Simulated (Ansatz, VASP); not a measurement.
## ZnS (Wurtzite-2H): VASP beside Ansatz

Aim: how closely do two programs agree when they are given the same cell, functional and k mesh? Of the first pair: The two relaxations start from unlike cells of this crystal (the structure described is Ansatz's start), so only their ends are compared.

Method: plane waves, with VASP 6.6.1 beside it; relaxation of cell and atoms at PBEsol with D3(BJ), relaxation of cell and atoms at BLYP with D3(BJ) and relaxation of cell and atoms at PBE with D3(BJ), in Ansatz 0.2.0.

## (1) The starting structure

It takes space group P6_3mc (No. 186, hexagonal). Conventional cell: a = 3.811 Å, b = 3.811 Å, c = 6.234 Å, α = 90.00°, β = 90.00°, γ = 120.00°. Zn has 4 S at 2.31 to 2.40 Å nearest. Nearest to S lie 4 Zn at 2.31 to 2.40 Å. Farther neighbours and most contacts between anions are not listed.

## (2) Ansatz: relaxation of cell and atoms, PBEsol with D3(BJ)

Ansatz runs on its default PAW (the set named soft_2) files.

The relaxed volume is the usual yardstick between codes: in a stiff, nearly cubic crystal its relative difference is about their pressure difference at one cell divided by the bulk modulus.

input.yaml reads:

```yaml
crystal:
  lattice:
    - [3.811, 0.0, 0.0]
    - [-1.9055, 3.3004228138, 0.0]
    - [0.0, 0.0, 6.234]
  atoms:
    - { symbol: Zn, position: [0.3333333333, 0.6666666667, 0.0] }
    - { symbol: Zn, position: [0.6666666667, 0.3333333333, 0.5] }
    - { symbol: S, position: [0.3333333333, 0.6666666667, 0.385] }
    - { symbol: S, position: [0.6666666667, 0.3333333333, 0.885] }
kpoints:
  mp_grid: { grid: [9, 9, 4] }
hamiltonian:
  xc: pbesol
  dispersion: d3bj
scf:
  occupations: { method: gaussian, width: 0.02 }
output:
  forces: true
  stress: true
  eigenvalues: true
relax:
  adjacent_minimum: "off"
  f_tol: 0.005
  max_steps: 60
  cell: { stress_tol: 0.03 }
```

On the command line:

```bash
$ ansatz run input.yaml --threads 4 --pin off --max-ram 8192MiB --backend cpu --events-out ev --progress --plain --runs-dir out
```

Numbers of over 12 decimals in the logs are rounded to 6 here.

Log:

```text
Engine: ansatz 0.2.0, x86_64-unknown-linux-gnu
Pseudopotentials: kind: paw
Pseudopotential: Zn, paw, valence charge 12, recommended cutoff 420 eV (normal), Zn.paw.azcp
Pseudopotential: S, paw, valence charge 6, recommended cutoff 420 eV (normal), S.paw.azcp
Functional definition: PBEsol
  exchange = pbesol_x
  correlation = pbesol_c
Crystal: 4 atoms, lattice volume = 78.411 Å³
Basis set: ecut = 420 eV, 1521 PW (Γ), exchange–correlation on 54×54×90 points (8 copies of the dense FFT grid, shifted against one another)
Bands: 22, of which v1, the nominal top of the filled ones, is band 18 counted from 1 (17 counted from 0)
Symmetry: 12 space group operations
Space group: P63mc (ITA 186), of the structure as read, at distance tolerance 4.3e-5 Å
k-points: 36 of 324 (time reversal used)
Non-local potential: Zn, projectors of the file, l = 0: 2, l = 1: 2, l = 2: 3, l = 3: 1
Non-local potential: S, projectors of the file, l = 0: 2, l = 1: 2, l = 2: 2
PAW form: soft (Blöchl's): semilocal exchange-correlation on the pseudo side does not see the compensation charge
PAW frozen core: Zn, regenerated for the run's functional, and the local potential with it (the file was generated under x = pbe(κ = 0.804, μ = 0.219515), c = pbe(β = 0.066725))
PAW frozen core: S, regenerated for the run's functional, and the local potential with it (the file was generated under x = pbe(κ = 0.804, μ = 0.219515), c = pbe(β = 0.066725))
PAW one-centre angular grid: Zn, 590 points (default); XC on 64 Gauss nodes
PAW one-centre angular grid: S, 110 points (default); XC on 64 Gauss nodes
Initial density: superposition of atomic densities (neutral atoms: chi_scale 0, normalization atom), corrected by the library's trained network
Initial wavefunctions: pseudopotential atomic-orbital guess
Functional: x = pbesol(κ = 0.804, μ = 0.123457), c = pbesol(β = 0.046)
SCF iter   1: F=—  HF=-8335.893760 eV  |F-HF|=—  |Δ(HF+E_count)|=         —  Δρ=5.36e-3  dr2=2.59e-2  ethr=1.77e-3  ⟨swp⟩=6.2  Hψ=3860  notcnv=0
preconditioner: auto → Resta (q_TF=auto, 2.396 Å⁻¹)  ε∞=6.7  [insulator: Δε(μ)=2.059 eV  Ē_g=10.558 eV  σ=0.020 eV  W_gap=1.00  n_scr=22 (ndim 8)  ℏωp=25.2 eV  f_vac=0.040  D(μ)=0.00/eV (n_scr^D=0)  ε∞_Penn≈6.7]
SCF iter   2: F=—  HF=-8335.887352 eV  |F-HF|=—  |Δ(HF+E_count)|=   6.41e-3  Δρ=2.00e-3  dr2=5.38e-3  ethr=7.20e-5  ⟨swp⟩=2.7  Hψ=1799  notcnv=0
SCF iter   3: F=—  HF=-8335.886371 eV  |F-HF|=—  |Δ(HF+E_count)|=   9.81e-4  Δρ=1.50e-3  dr2=1.19e-3  ethr=1.50e-5  ⟨swp⟩=2.0  Hψ=1529  notcnv=0
SCF iter   4: F=—  HF=-8335.885911 eV  |F-HF|=—  |Δ(HF+E_count)|=   4.60e-4  Δρ=3.86e-4  dr2=1.19e-4  ethr=3.30e-6  ⟨swp⟩=2.0  Hψ=1416  notcnv=0
SCF iter   5: F=—  HF=-8335.885969 eV  |F-HF|=—  |Δ(HF+E_count)|=   5.74e-5  Δρ=8.31e-5  dr2=8.67e-6  ethr=3.30e-7  ⟨swp⟩=3.0  Hψ=1510  notcnv=0
SCF iter   6: F=—  HF=-8335.885949 eV  |F-HF|=—  |Δ(HF+E_count)|=   2.01e-5  Δρ=3.96e-5  dr2=1.05e-6  ethr=2.41e-8  ⟨swp⟩=2.0  Hψ=1440  notcnv=0
SCF iter   7: F=-8335.885950 eV  HF=-8335.885950 eV  |F-HF|=7.18e-8  |Δ(HF+E_count)|=   1.19e-6  Δρ=7.26e-6  dr2=4.87e-8  ethr=2.78e-10  ⟨swp⟩=3.3  Hψ=3617  notcnv=0
SCF 1 converged in 7 iterations: F = -8335.885950 eV  dr2 = 4.87e-8
  greatest PAW one-centre occupation: 0.984 electrons in one spin orbital (limit 2), on the Zn atom at site 1 (counted from 0), in its partial waves of l = 2
relax step   1: F+E_penalty+E_count = -8335.88594988 eV  Δ(F+E_penalty+E_count) = +0.000e0 eV  max|allowed force component| = 3.049e-1 eV/Å  Δτ_max = 0.0000 Å  P = -3.417 GPa  Ω = 78.411 Å³  (7 SCF iters, dr2 threshold 1.00e-7 eV, accepted)
[...]
relax step   3: F+E_penalty+E_count = -8335.94944783 eV  Δ(F+E_penalty+E_count) = -1.725e-2 eV  max|allowed force component| = 4.812e-3 eV/Å  Δτ_max = 0.0218 Å  P = +0.447 GPa  Ω = 74.397 Å³  energy of the carried Pulay correction = +1.571e-3 eV  (6 SCF iters, dr2 threshold 4.00e-7 eV, accepted)
[...]
relax step   4: F+E_penalty+E_count = -8335.95000669 eV  Δ(F+E_penalty+E_count) = -5.589e-4 eV  max|allowed force component| = 8.677e-4 eV/Å  Δτ_max = 0.0021 Å  P = -0.013 GPa  Ω = 74.791 Å³  energy of the carried Pulay correction = +1.414e-3 eV  (5 SCF iters, dr2 threshold 4.00e-7 eV, accepted)
[...]
relax step   5: F+E_penalty+E_count = -8335.95001705 eV  Δ(F+E_penalty+E_count) = -1.035e-5 eV  max|allowed force component| = 5.630e-5 eV/Å  Δτ_max = 0.0004 Å  P = +0.001 GPa  Ω = 74.781 Å³  energy of the carried Pulay correction = +1.418e-3 eV  (4 SCF iters, dr2 threshold 6.19e-9 eV, accepted)
[...]
relax step   6: F+E_penalty+E_count = -8335.94861341 eV  Δ(F+E_penalty+E_count) = +1.404e-3 eV  max|allowed force component| = 2.776e-5 eV/Å  Δτ_max = 0.0000 Å  P = -0.002 GPa  Ω = 74.781 Å³  stress off target by 1.83e-3 GPa  SCF on the basis re-selected at this cell (its energy is not comparable with the rows above)  (7 SCF iters)
basis re-selected at this cell: Δ(F+E_penalty+E_count) = +1.404e-3 eV, ΔP = -0.002 GPa vs the last step (what re-selecting the basis moved, of the pressure what is left beyond the Pulay correction that the steps carried, after the strain that the cell walked since its last selection, with what the two solves' SCF thresholds leave and, on support functions, any second-order correction that the steps lacked; it is no m [...]
SCF converged after 7 iterations
Free energy (F): -8335.948613 eV
Harris-Foulkes:  -8335.948613 eV  (|F-HF|=1.82e-12)
Internal energy: -8335.948613 eV  (E = F + TS)
E sigma→0 (E₀):  -8335.948613 eV
Fermi energy:    7.568013 eV
--- Per-component energies (eV) ---
  E_band       = 24.261344
  E_kinetic    = 478.907920
  E_local      = -4018.751820  (includes V_loc(G=0)·N_el)
  E_nonlocal   = 1287.297688
  E_hartree    = 1679.696375
  E_xc         = -465.179788
  E_vxc        = -281.871006  (∫ρ·V_xc dr)
  E_paw        = -4749.430500  (= ΣΔE_a)
  E_vpaw       = -800.713503  (= ΣTr[D̂ρ^β])
  E_aug_tail   = -0.000737  (compensation charges beyond the density's cutoff)
  E_ewald      = -2549.113237
  E_disp       = -1.093122  (pairwise vdW)
  E_core_change = 1.718608  (= ΣΔE_core)
  E_smearing   = -0.000000  (= −TS)
  E_closure    = 0.000000  (closes the sum)
  Σ components = -8335.948613   (vs F -8335.948613, Δ=0.00e0)
--- Forces (eV/Å), atoms counted from 1 ---
  atom   1  Zn     0.00000000    -0.00000000    -0.00002767
  atom   2  Zn     0.00000000     0.00000000    -0.00002767
  atom   3  S      0.00000000    -0.00000000     0.00002785
  atom   4  S     -0.00000000     0.00000000     0.00002785
  max |Σ_I F_I| component: 3.53e-7 eV/Å
--- Stress (GPa, compression-positive) ---
       -0.001831       0.000000      -0.000000
        0.000000      -0.001831      -0.000000
       -0.000000      -0.000000      -0.000951
  P = ⅓ Tr σ = -0.0015 GPa (-0.015 kbar)
--- Band table (eV; the first three rows and the last of 36) ---
  k-point 0: bands = [... 14 lower, 5.4498, 6.3306, 6.4295, 6.4295, 8.7064, 9.5003, 12.5782, 12.5782]
  k-point 1: bands = [... 14 lower, 5.5818, 5.5818, 6.2727, 6.2727, 9.6256, 9.6577, 12.5299, 12.6741]
  k-point 2: bands = [... 14 lower, 5.9150, 5.9150, 5.9150, 5.9150, 10.0043, 10.0043, 13.0445, 13.0445]
  k-point 35: bands = [... 14 lower, 3.0889, 3.0889, 4.9363, 4.9363, 10.8528, 10.8528, 12.5651, 12.5651]
--- Relaxed structure (5 steps of the walk, 5 accepted, 1 SCFs on fresh bases) ---
  F+E_penalty+E_count = -8335.94861341 eV   max|allowed force component| = 2.776e-5 eV/Å   (the final SCF, on the basis selected at the relaxed cell)
  cell:  # Å, volume = 74.7807 Å³
    - [3.746016, 0.0, 0]
    - [-1.873008, 3.244145, 0]
    - [0, 0, 6.153464]
  atoms:
    - { symbol: Zn, position: [0.333333, 0.666667, 0.005559] }
    - { symbol: Zn, position: [0.666667, 0.333333, 0.505559] }
    - { symbol: S, position: [0.333333, 0.666667, 0.379441] }
    - { symbol: S, position: [0.666667, 0.333333, 0.879441] }
```

Reading the cycles: dr2 is the Hartree energy of the density residual (eV), the measure of convergence; HF is the Harris–Foulkes estimate of the energy, which meets the free energy F at convergence.

## (3) VASP: relaxation of cell and atoms, PBEsol with D3(BJ)

Its own start cell and the same functional, mesh and smearing now go to VASP, with its own data sets.

Lines of VASP's logs that name or quote its potential files are left out, and so is its time.

INCAR reads:

```
SYSTEM = ZnS
PREC = Accurate
ENCUT = 500
EDIFF = 1E-07
NELM = 120
ISMEAR = 0
SIGMA = 0.02
LREAL = .FALSE.
ALGO = Normal
GGA = PS
IVDW = 12
NBANDS = 24
LORBIT = 11
LWAVE = .FALSE.
LCHARG = .FALSE.
ISIF = 3
IBRION = 2
NSW = 80
EDIFFG = -0.005
LASPH = .TRUE.
GGA_COMPAT = .FALSE.
NELMIN = 4
EFERMI = MIDGAP
KPAR = 2
```

POSCAR reads:

```
ZnS
1.0
    3.7500143213      0.0000000000      0.0000000000
   -1.8750071607      3.2476078441      0.0000000000
    0.0000000000      0.0000000000      6.1578600553
Zn S
2 2
Direct
    0.3333333333      0.6666666667      0.0055069643
    0.6666666667      0.3333333333      0.5055069643
    0.3333333333      0.6666666667      0.3794930357
    0.6666666667      0.3333333333      0.8794930357
```

KPOINTS reads:

```
Automatic mesh
0
Gamma
9 9 4
0 0 0
```

Potentials, in the order of the species: Zn and S (PBE family, release 64).

On the command line:

```bash
$ mpirun -np 2 vasp_std
```

Log:

```text
[banner, memory and clock lines left out]
running    2 mpi-ranks, on    1 nodes
 distrk:  each k-point on    1 cores,    2 groups
 distr:  one band on    1 cores,    1 groups

 POSCAR found type information on POSCAR ZnS
 POSCAR found :  2 types and       4 ions
|                                                                             |
|               ----> ADVICE to this user running VASP <----                  |
|                                                                             |
|     You enforced a specific xc type in the INCAR file but a different       |
|     [... a line on the potential file left out ...]
|     I HOPE YOU KNOW WHAT YOU ARE DOING!                                     |
|                                                                             |

 LDA part: xc-table for (Slater+PW92), standard interpolation
 POSCAR, INCAR and KPOINTS ok, starting setup
 FFT: planning ... GRIDC
 FFT: planning ... GRID_SOFT
 FFT: planning ... GRID
 WAVECAR not read
 entering main loop
       N       E                     dE             d eps       ncg     rms          rms(c)
DAV:   1     0.230389486732E+03    0.23039E+03   -0.17145E+04  1728   0.178E+03
DAV:   2     0.449952610005E+01   -0.22589E+03   -0.21826E+03  1840   0.360E+02
DAV:   3    -0.155734913656E+02   -0.20073E+02   -0.19974E+02  2192   0.109E+02
DAV:   4    -0.159707440840E+02   -0.39725E+00   -0.39702E+00  2008   0.160E+01
DAV:   5    -0.159780588993E+02   -0.73148E-02   -0.73143E-02  2248   0.206E+00    0.104E+01
DAV:   6    -0.151517295375E+02    0.82633E+00   -0.20232E+00  2312   0.446E+01    0.795E+00
DAV:   7    -0.151680376220E+02   -0.16308E-01   -0.16614E+00  1928   0.770E+00    0.339E+00
DAV:   8    -0.151524513788E+02    0.15586E-01   -0.53595E-02  2344   0.288E+00    0.101E+00
DAV:   9    -0.151516538946E+02    0.79748E-03   -0.18575E-02  2392   0.205E+00    0.250E-01
DAV:  10    -0.151517331371E+02   -0.79243E-04   -0.84072E-04  2288   0.382E-01    0.158E-01
DAV:  11    -0.151518508335E+02   -0.11770E-03   -0.22045E-04  2008   0.186E-01    0.986E-02
DAV:  12    -0.151518485208E+02    0.23126E-05   -0.50141E-05  2168   0.117E-01    0.132E-02
DAV:  13    -0.151518504818E+02   -0.19609E-05   -0.56537E-06  2096   0.133E-02    0.402E-03
DAV:  14    -0.151518506005E+02   -0.11871E-06   -0.70665E-07  2000   0.693E-03    0.332E-03
DAV:  15    -0.151518505569E+02    0.43618E-07   -0.10239E-07  1584   0.197E-03
   1 F= -.16241590E+02 E0= -.16241590E+02  d E =-.162416E+02
 curvature:   0.00 expect dE= 0.000E+00 dE for cont linesearch  0.000E+00
 trial: gam= 0.00000 g(F)=  0.203E-06 g(S)=  0.136E-04 ort = 0.000E+00 (trialstep = 0.100E+01)
 search vector abs. value=  0.138E-04
 bond charge predicted
       N       E                     dE             d eps       ncg     rms          rms(c)
DAV:   1    -0.151513051099E+02    0.54549E-03   -0.23289E-03  2032   0.867E-01    0.965E-02
DAV:   2    -0.151511614367E+02    0.14367E-03   -0.59903E-04  2064   0.593E-01    0.376E-02
DAV:   3    -0.151511444423E+02    0.16994E-04   -0.27781E-05  1904   0.439E-02    0.183E-02
DAV:   4    -0.151511398254E+02    0.46169E-05   -0.42967E-06  2368   0.177E-02    0.980E-03
DAV:   5    -0.151511394365E+02    0.38896E-06   -0.76953E-07  2440   0.155E-02    0.205E-03
DAV:   6    -0.151511394898E+02   -0.53303E-07   -0.62420E-07  1608   0.826E-03
   2 F= -.16241593E+02 E0= -.16241593E+02  d E =-.263957E-05
 trial-energy change:   -0.000003  1 .order   -0.000005   -0.000014    0.000003
 step:   0.5828(harm=  0.8116)  dis= 0.00003  next Energy=   -16.241594 (dE=-0.350E-05)
 reached required accuracy - stopping structural energy minimisation
```

Parts of OUTCAR (step 3):

```text
ion  position               nearest neighbor table
   1  0.333  0.667  0.006-   4 2.30   4 2.30   4 2.30   3 2.30
   2  0.667  0.333  0.506-   3 2.30   3 2.30   3 2.30   4 2.30
   3  0.333  0.667  0.379-   2 2.30   2 2.30   2 2.30   1 2.30
   4  0.667  0.333  0.879-   1 2.30   1 2.30   1 2.30   2 2.30

  LATTYP: Found a hexagonal cell.
 ALAT       =     3.7500143213
 C/A-ratio  =     1.6420897436

 Subroutine GETGRP returns: Found 12 space group operations
 (whereof  6 operations were pure point group operations)

The static configuration has the point symmetry C_3v.
 The point group associated with its full space group is C_6v.

 Found     36 irreducible k-points:

   k-points           NKPTS =     36   k-points in BZ     NKDIM =     36   number of bands    NBANDS=     24

   dimension x,y,z NGX =    28 NGY =   28 NGZ =   48
   dimension x,y,z NGXF=    56 NGYF=   56 NGZF=   96

   ENCUT  =  500.0 eV  36.75 Ry    6.06 a.u.   6.84  6.84 11.23*2*pi/ulx,y,z

   NELECT =      36.0000    total number of electrons

 k-points in reciprocal lattice and weights: Automatic mesh
   0.00000000  0.00000000  0.00000000       0.003
   0.11111111 -0.00000000  0.00000000       0.019
   0.22222222 -0.00000000  0.00000000       0.019
   0.33333333 -0.00000000  0.00000000       0.019
   0.44444444 -0.00000000  0.00000000       0.019
   0.11111111  0.11111111  0.00000000       0.019
   0.22222222  0.11111111  0.00000000       0.037
   0.33333333  0.11111111  0.00000000       0.037
   0.44444444  0.11111111  0.00000000       0.019
[...]
0.33333333  0.22222222  0.50000000       0.037
   0.33333333  0.33333333  0.50000000       0.006

 Edisp (eV)   -1.08974

 average (electrostatic) potential at core
       1 -35.7261       2 -35.7261       3 -88.3123       4 -88.3123

 E-fermi :   3.6699

 k-point     1 :       0.0000    0.0000    0.0000
  band No.  band energies     occupation
    ...
     14       1.5548      2.00000
     15       1.5548      2.00000
     16       2.4346      2.00000
     17       2.5317      2.00000
     18       2.5317      2.00000
     19       4.8081      0.00000
     20       5.6073      0.00000
     21       8.7161      0.00000
     22       8.7161      0.00000
     23       8.9646      0.00000
    ...

 k-point     2 :       0.1111   -0.0000    0.0000
  band No.  band energies     occupation
    ...
     14       0.8643      2.00000
     15       1.3415      2.00000
     16       1.7774      2.00000
     17       2.3166      2.00000
     18       2.4173      2.00000
     19       5.4775      0.00000
     20       6.2148      0.00000
     21       8.3362      0.00000
     22       8.9699      0.00000
     23       9.2176      0.00000
    ...

 k-point     3 :       0.2222   -0.0000    0.0000
  band No.  band energies     occupation
    ...
     14      -0.3973      2.00000
     15       0.5262      2.00000
     16       0.8710      2.00000
     17       1.9450      2.00000
     18       2.1221      2.00000
     19       6.3625      0.00000
     20       6.6069      0.00000
     21       8.3344      0.00000
     22       9.0412      0.00000
     23       9.3906      0.00000
    ...

 Edisp (eV)   -1.09045

  Total       0.00493     0.00493     0.00845    -0.00000    -0.00000     0.00000
  in kB       0.10540     0.10540     0.18068    -0.00000    -0.00000     0.00000
  external pressure =        0.13 kB  Pullay stress =        0.00 kB

  energy-cutoff  :      500.00
  volume of cell :       74.94
      direct lattice vectors                 reciprocal lattice vectors
     3.748973319  0.000000000  0.000000000     0.266739695  0.154002226  0.000000000
    -1.874486659  3.246706309 -0.000000000    -0.000000000  0.308004453  0.000000000
     0.000000000 -0.000000000  6.157232573    -0.000000000  0.000000000  0.162410627

 POSITION                                       TOTAL-FORCE (eV/Angst)
 -----------------------------------------------------------------------------------
     -0.00000      2.16447      0.03396        -0.000000     -0.000000      0.001945
      1.87449      1.08224      3.11257         0.000000     -0.000000      0.001945
     -0.00000      2.16447      2.33658         0.000000      0.000000     -0.001945
      1.87449      1.08224      5.41519        -0.000000      0.000000     -0.001945
 -----------------------------------------------------------------------------------
    total drift:                               -0.000001     -0.000001     -0.000420

  FREE ENERGIE OF THE ION-ELECTRON SYSTEM (eV)
  ---------------------------------------------------
  free  energy   TOTEN  =       -16.2415928762 eV

  energy  without entropy=      -16.2415928762  energy(sigma->0) =      -16.24159288

 reached required accuracy - stopping structural energy minimisation

 total charge
# of ion       s       p       d       tot
------------------------------------------
    1        0.539   0.527   9.805  10.871
    2        0.539   0.527   9.805  10.871
    3        1.307   2.438   0.000   3.745
    4        1.307   2.438   0.000   3.745
--------------------------------------------------
tot          3.692   5.930  19.610  29.232

[... 3 further parts left out ...]
```

CONTCAR:

```
ZnS
   1.00000000000000
     3.7489733186085505    0.0000000000000161    0.0000000000000000
    -1.8744866593542475    3.2467063091761346   -0.0000000000000000
     0.0000000000000000   -0.0000000000000000    6.1572325726383879
  Zn              S
     2     2
Direct
     0.3333333332999970    0.6666666667000030    0.0055149911878191
     0.6666666667000030    0.3333333332999970    0.5055149911878192
     0.3333333332999970    0.6666666667000030    0.3794850088121789
     0.6666666667000030    0.3333333332999970    0.8794850088121788
```

## (4) Side by side

Known differences besides the potentials themselves: the cutoff is 420 eV in Ansatz and 500 eV in VASP; Ansatz makes its cores anew for this functional, VASP keeps those of its PBE data sets; Ansatz adds a Pulay correction to the stress that steers its cell, VASP none. Total energies have different zeros and are not compared.

Both answers:

```tsv
quantity	Ansatz	VASP	difference
volume (Å³)	74.78	74.94	-0.22 %
edge a after relaxation, in the typed setting (Å)	3.746	3.749	-0.08 %
edge c after relaxation, in the typed setting (Å)	6.154	6.157	-0.06 %
```

(Continued in part 2 of 2.)

[Lines on the potential files, build, host, timing and source positions are cut from VASP's logs without a mark.]

[Logs are printed without paths, hosts, clocks, repeated set-up lines and the standing remarks that a program may print on its own settings, such as how far it seeks lower states.]

[Hosts, paths, dates, database ids (printed as entryN), source tags and the programs' standing remarks are cut or masked in the printed files.]
